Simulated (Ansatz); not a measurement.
## How far is PAW off for ZnO?

```yaml
crystal:
  lattice:
    - [3.31439, 0.00000, 0.00000]
    - [-1.65719, 2.87034, 0.00000]
    - [0.00000, 0.00000, 5.20380]
  atoms:
    - { symbol: Zn, position: [0.33333, 0.66667, 0.00000] }
    - { symbol: Zn, position: [0.66667, 0.33333, 0.50000] }
    - { symbol: O, position: [0.33333, 0.66667, 0.38210] }
    - { symbol: O, position: [0.66667, 0.33333, 0.88210] }
```

Atom numbers follow the list: Zn1, Zn2, O3, O4.

The cell comes from COD entry 9004178, which wasn't checked; take it as a given geometry. The listed cell was then made from it by scaling, straining or moving an atom.

All numbers are computed: DFT, LDA, PAW with Ansatz's default frozen-core files, scalar-relativistic (Ansatz 0.2.0); DFT, LDA, all-electron PAW with datasets made for the crystal, scalar-relativistic (Ansatz 0.2.0); DFT, LDA, all-electron LAPW, scalar-relativistic (Ansatz 0.2.0).

For PAW: a Γ-centred 11×11×6 k mesh, Fermi–Dirac smearing of 0.02 eV, cutoff 420 eV, no spin polarisation; the PAW files were made with PBE, and the program remakes their frozen cores for this functional. The crystal-made all-electron datasets (AE datasets) take a cutoff of 460 eV at this cell. LAPW targets a basis error of 0.5 meV/atom. The Ansatz runs share mesh, smearing and spin set-up. Plane-wave (PAW) pressures include the program's estimate of the Pulay term.

Stress and pressure are positive in compression.

The change that made this cell: equal xx and yy strain of +2 %.

```
                             quantity     PAW  AE datasets    LAPW
                       pressure (GPa)  -11.68       -11.67  -11.67
                      stress xx (GPa)  -13.12       -13.11  -13.11
                      stress zz (GPa)   -8.79        -8.79   -8.79
               force on Zn1, z (eV/Å)  -0.072       -0.072  -0.072
                force on O3, z (eV/Å)   0.072        0.072   0.072
                        band gap (eV)   0.694        0.703   0.703
field gradient Vzz at Zn1 (10²¹ V/m²)   -0.13        -0.14       –
 field gradient Vzz at O3 (10²¹ V/m²)   -0.54        -0.54       –
```

PAW's pressure differs from the LAPW value by about 0.01 GPa or less.
